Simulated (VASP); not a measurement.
InPd, 14 atoms in the cell. The cell holds a slab with vacuum, 14 atoms: a = 4.552 Å, b = 4.552 Å, c = 27.078 Å, α = 90.00°, β = 90.00°, γ = 120.00°. 

| Item | Value |
| --- | --- |
| Program | VASP 6.6.1 |
| Task | relaxation of the atoms |
| Functional | LDA |
| Potentials or basis | VASP PAW LDA potentials, release 64 (Pd, In_d) |
| Cutoff | 520 eV |
| k mesh | 9 × 9 × 1 |
| Occupations | methfessel-paxton, width 0.1 eV |
| Spin | no spin polarisation |
| Dipole correction | yes |
| Further INCAR settings | ALGO = Normal; EDIFF = 1e-06; IBRION = 2; EDIFFG = -0.02; NSW = 80 |

Potentials or basis: VASP PAW LDA potentials, release 64 (Pd, In_d).

Command:

```console
$ cat potpaw_LDA.64/Pd/POTCAR potpaw_LDA.64/In_d/POTCAR > POTCAR
$ mpirun -np 4 vasp_std > vasp.out
```

Hardware: 4 MPI ranks on Intel(R) Xeon(R) 6975P-C (Granite Rapids), on a shared host.

Task: Estimate the wall time of this run.

Result: It took 43 min on 4 MPI ranks on Intel(R) Xeon(R) 6975P-C (Granite Rapids), on a shared host, peak memory 0.75 GiB a rank. Counts: scf iterations 178, k points 12, ion steps 15.
